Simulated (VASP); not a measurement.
## Ni under changes of volume

One of the cells (10.809 Å³/atom); the others are scaled copies at fixed shape and fractional positions:

```
Ni
1.0
    -1.39288    1.39288    1.39288
     1.39288   -1.39288    1.39288
     1.39288    1.39288   -1.39288
Ni
1
Cartesian
  0.0000 0.0000 0.0000
```

This isn't the form of Ni at room conditions, which is fcc.

| Property | Result |
| --- | --- |
| Program | VASP 6.6.1 |
| Functional | PBE |
| Potentials or basis | VASP PAW PBE potentials, release 64 (Ni) |
| Cutoff | 520 eV |
| k mesh | 13 × 13 × 13 |
| Occupations | fermi-dirac, width 0.05 eV |
| Spin | collinear spin, ferromagnetic start |
| Starting moments | [1.0] μB |

```csv
volume (Å³/atom),energy over the lowest point (meV/atom),pressure (GPa),moment (μB per cell)
9.962,?,?,?
10.174,42.20,17.7,0.54
10.385,22.29,12.4,0.56
10.809,1.86,3.4,0.58
11.021,0.00,-0.4,0.59
11.233,2.90,-3.8,0.60
```

Task: What does the run at 9.962 Å³/atom give?

Result: Energy over the lowest point 69.52 meV/atom; pressure 23.4 GPa; moment 0.50 μB per cell.

Worked out: A Birch-Murnaghan fit of order 3 (a polynomial in V^(-2/3)) to the other rows has its minimum at 10.99 Å³/atom with B0 = V·E''(V) = 189 GPa and B' = 5.2. It gives 69.83 meV/atom at 9.962 Å³/atom, against the run's 69.52, and -dE/dV = 24.0 GPa, against 23.4. A straight line through the other rows of the moment, of slope 0.0543 μB per Å³/atom, extrapolates to 0.53 μB, against the run's 0.50.

Energies are extrapolated to zero smearing.
